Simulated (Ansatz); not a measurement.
SrTiO3 (I4/mcm) from a database structure at its r2SCAN geometry, run in Ansatz at 3 levels of theory. No magnetic order and no zero-point or thermal motion.

The PBE+SOC input:
```yaml
crystal:
  lattice:
    - [-2.7589050188, 2.7589050188, 3.9136137885]
    - [2.7589050188, -2.7589050188, 3.9136137885]
    - [2.7589050188, 2.7589050188, -3.9136137885]
  atoms:
    - { symbol: Sr, position: [0.75, 0.25, 0.5] }
    - { symbol: Sr, position: [0.25, 0.75, 0.5] }
    - { symbol: Ti, position: [0.0, 0.0, 0.0] }
    - { symbol: Ti, position: [0.5, 0.5, 0.0] }
    - { symbol: O, position: [0.7669008891, 0.2669008891, 0.0338017781] }
    - { symbol: O, position: [0.2669008891, 0.2330991109, 0.5] }
    - { symbol: O, position: [0.7330991109, 0.7669008891, 0.5] }
    - { symbol: O, position: [0.2330991109, 0.7330991109, 0.9661982219] }
    - { symbol: O, position: [0.75, 0.75, 0.0] }
    - { symbol: O, position: [0.25, 0.25, 0.0] }
kpoints:
  mp_grid: { grid: [6, 6, 6] }
  band_path:
    path:
      - [0.0, 0.0, 0.0]
      - [0.0, 0.0, 0.5]
      - [0.25, 0.25, 0.25]
      - [0.0, 0.5, 0.0]
      - [0.5, 0.5, -0.5]
      - [0.3742388939, 0.6257611061, -0.3742388939]
      - [-0.3742388939, 0.3742388939, 0.3742388939]
      - [-0.2484777878, 0.2484777878, 0.5]
      - [0.5, 0.5, -0.2484777878]
      - [-0.005208, 0.005208, 0.0]
    npoints: 1
hamiltonian:
  xc: pbe
scf:
  occupations: { method: fixed }
  n_extra_bands: 12
magnetization:
  noncollinear: true
  spin_orbit: true
output:
  forces: true
  stress: true
  eigenvalues: true
```

Main results, then, where recorded, the levels near the gap in eV from the Fermi energy (columns number the bands from 0), one row a point of the path (Γ, X, P, N, M, S, S₀, R, G, Γ–X (0.01)):
```
Crystal: 10 atoms, lattice volume = 119.155 Å³
Symmetry: 16 space group operations + 16 with time reversal
Magnetic group: BNS 140.542 (UNI 1202)
```
```
Basis set: ecut = 420 eV, 2285 PW (Γ)
k-points: 30 of 216
SCF 1 converged in 10 iterations: F = -15510.320750 eV  dr2 = 4.29e-9
Free energy (F): -15510.320750 eV
Fermi energy:    9.932365 eV
--- Forces (eV/Å), atoms counted from 1 ---
  atom   1  Sr      0.00000      0.00000      0.00000
  atom   2  Sr      0.00000      0.00000      0.00000
  atom   3  Ti      0.00000      0.00000      0.00000
  atom   4  Ti      0.00000      0.00000      0.00000
  atom   5  O       0.01951      0.01951      0.00000
  atom   6  O     -0.01951      0.01951      0.00000
  atom   7  O       0.01951    -0.01951      0.00000
  atom   8  O     -0.01951    -0.01951      0.00000
  atom   9  O       0.00000      0.00000      0.00000
  atom  10  O       0.00000      0.00000      0.00000
--- Stress (GPa, compression-positive) ---
        4.050553       0.000000       0.000000
        0.000000       4.050553       0.000000
        0.000000       0.000000       4.016705
  P = ⅓ Tr σ = 4.0393 GPa (40.393 kbar)
```

PBE+SOC gives a direct gap of 1.93 eV at Γ.

Q: In the first input these blocks are replaced (the band path and keys that only write files left aside):
```yaml
hamiltonian:
  xc: r2scan
scf:
  occupations: { method: fixed }
  n_extra_bands: 6
```
(magnetization left out)
What comes out?

A:
```
Basis set: ecut = 500 eV, 3007 PW (Γ)
k-points: 30 of 216
SCF 1 converged in 8 iterations: F = -15549.450391 eV  dr2 = 1.02e-8
Free energy (F): -15549.450391 eV
Fermi energy:    9.596219 eV
--- Forces (eV/Å), atoms counted from 1 ---
  atom   1  Sr      0.00000      0.00000      0.00000
  atom   2  Sr      0.00000      0.00000      0.00000
  atom   3  Ti      0.00000      0.00000      0.00000
  atom   4  Ti      0.00000      0.00000      0.00000
  atom   5  O     -0.00068    -0.00068      0.00000
  atom   6  O       0.00068    -0.00068      0.00000
  atom   7  O     -0.00068      0.00068      0.00000
  atom   8  O       0.00068      0.00068      0.00000
  atom   9  O       0.00000      0.00000      0.00000
  atom  10  O       0.00000      0.00000      0.00000
--- Stress (GPa, compression-positive) ---
        0.007346       0.000000       0.000000
        0.000000       0.007346       0.000000
        0.000000       0.000000       0.004921
  P = ⅓ Tr σ = 0.0065 GPa (0.065 kbar)
```
```tsv
band_37	band_38	band_39	band_40	band_41	band_42
-0.068	0.000	0.000	2.311	2.311	2.321
-0.720	-0.716	-0.060	2.449	4.132	4.145
-1.300	-0.612	-0.612	3.374	3.374	4.148
-0.819	-0.614	-0.614	3.759	3.759	3.802
-0.691	-0.691	-0.072	2.467	4.093	4.093
-1.203	-0.966	-0.281	2.997	3.893	3.950
-1.203	-0.966	-0.281	2.997	3.893	3.950
-1.291	-0.603	-0.594	3.362	3.398	4.137
-1.291	-0.603	-0.594	3.362	3.398	4.137
-0.069	0.000	0.000	2.311	2.312	2.322
```
The r2SCAN gap is direct at Γ: 2.31 eV. The mean stress is close to zero (0.01 GPa).

HSE06. Against the first input these blocks differ (the band path and keys that only write files left aside):
```yaml
kpoints:
  mp_grid: { grid: [4, 4, 4] }
hamiltonian:
  xc: hse06
scf:
  occupations: { method: fixed }
  n_extra_bands: 6
```
(magnetization left out)

```
Basis set: ecut = 420 eV, 2285 PW (Γ)
k-points: 13 of 64
SCF 1 stopped early in 3 iterations: F = -15508.957101 eV  dr2 = 1.23e-4
Exchange kernel: α = 0.2500, screened, ω = 0.2079 Å⁻¹, Wigner–Seitz truncation, v(0) = 1046.0141 eV·Å³, q-mesh 4×4×4
SCF 2 stopped early in 6 iterations: F = -15512.392416 eV  dr2 = 2.41e-5
hybrid outer 1: dexx = +6.659e-2 eV, tail = 2.02e-4 eV
SCF 3 converged in 8 iterations: F = -15512.390979 eV  dr2 = 3.55e-9
hybrid outer 2: dexx = +7.437e-6 eV, tail = 7.32e-8 eV, Δε = 3.93e-3 eV, ΔF = 1.29e-3 eV/Å
Free energy (F): -15512.390979 eV
Fermi energy:    8.904006 eV
--- Forces (eV/Å), atoms counted from 1 ---
  atom   1  Sr      0.00000      0.00000      0.00000
  atom   2  Sr      0.00000      0.00000      0.00000
  atom   3  Ti      0.00000      0.00000      0.00000
  atom   4  Ti      0.00000      0.00000      0.00000
  atom   5  O     -0.01269    -0.01269      0.00000
  atom   6  O       0.01269    -0.01269      0.00000
  atom   7  O     -0.01269      0.01269      0.00000
  atom   8  O       0.01269      0.01269      0.00000
  atom   9  O       0.00000      0.00000      0.00000
  atom  10  O       0.00000      0.00000      0.00000
--- Stress (GPa, compression-positive) ---
       -1.776342       0.000000       0.000000
        0.000000      -1.776342       0.000000
        0.000000       0.000000      -1.824609
  P = ⅓ Tr σ = -1.7924 GPa (-17.924 kbar)
```
```tsv
band_37	band_38	band_39	band_40	band_41	band_42
-0.074	0.000	0.000	3.387	3.387	3.399
-0.758	-0.754	-0.062	3.554	5.407	5.434
-1.394	-0.646	-0.646	4.567	4.567	5.440
-0.862	-0.644	-0.644	5.005	5.005	5.050
-0.727	-0.727	-0.078	3.573	5.377	5.377
-1.255	-1.003	-0.299	4.148	5.153	5.218
-1.255	-1.003	-0.299	4.148	5.153	5.218
-1.384	-0.637	-0.626	4.554	4.592	5.432
-1.384	-0.637	-0.626	4.554	4.592	5.432
-0.074	0.000	0.000	3.387	3.388	3.400
```

The HSE06 gap is direct at Γ: 3.39 eV. At this geometry HSE06 finds -1.8 GPa, compression counted positive: its own equilibrium volume is smaller. The stress of a hybrid is loosely converged here.

The hybrids run on coarser meshes, which limits their stresses and small splittings of levels.

Totals of different functionals, or with and without spin-orbit coupling, can't be compared.

Only the levels marked +SOC include spin-orbit coupling.

The meshes of the hybrids are coarse, so their gaps aren't converged to the digits shown.
